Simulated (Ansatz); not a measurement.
Zr3Si: opening a crack plane

Zr3Si, P6_3/mmc, a = 6.098 Å, c = 4.947 Å. The structure is a Materials Project entry; whether it is the stable form wasn't checked. Ansatz: r2SCAN, PAW, 500 eV, Γ-centred 7×8×4 mesh on 16 atoms, Gaussian smearing 0.15 eV; no spin polarisation. One cut on (100) per cell of 16 atoms is opened rigidly by x, between planes of Zr and Zr that stand 1.82 Å apart; y is the energy per area (30.169 Å², 1 eV/Å² = 16.02 J/m²).

```tsv
x (Å)	y (J/m²)
0.00	0.000
0.50	0.578
1.00	1.539
2.00	2.793
3.00	?
6.00	3.838
```

Q: Fit the universal binding curve y = W[1 − (1 + x/l) e^(−x/l)] to the other rows, give the peak stress, and predict the missing value.

A: Least squares gives W = 3.82 J/m² and l = 0.746 Å. The stress dy/dx peaks at x = l with W/(e l) = 18.8 GPa, for rigid faces. The last row already stands above W and still climbs, so W understates the work of separation. At x = 3.00: x/l = 4.021, y = 3.476 J/m². The run gave 3.401 J/m², so the fit is 0.075 J/m² too high, within twice the rms miss on the fitted rows (0.047 J/m²).

Cost: 6 runs of about 28 core-minutes in all, on Oxide Virtual Turin-like Processor (Zen 5) (shared hosts).